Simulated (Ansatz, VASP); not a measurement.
**One calculation of K, two programs**

```
K
1.0
     0.00000    3.05560    3.05560
     3.05560    0.00000    3.05560
     3.05560    3.05560    0.00000
K
1
Direct
  0.00000 0.00000 0.00000
```

Change from the starting cell: volume scaled by 0.8, LAPW.

Alike in both runs: task single point; functional PBEsol; k mesh 11 × 11 × 11; occupations fermi-dirac, width 0.1 eV; no spin polarisation.

|  | VASP | Ansatz |
| --- | --- | --- |
| version | VASP 6.6.1 | Ansatz 0.2.0 |
| potentials or method | VASP PAW PBE potentials, release 64 (K_sv), cutoff 520 eV | all-electron LAPW, scalar-relativistic |

```csv
,VASP,Ansatz,Ansatz less VASP
pressure (GPa),1.2,1.2,+0.02
```

Ansatz ran all-electron here, so the differences hold the error of VASP's frozen core and of both bases.

Caveats: the PAW data sets were made with another functional, which shifts forces and pressure a little (VASP).
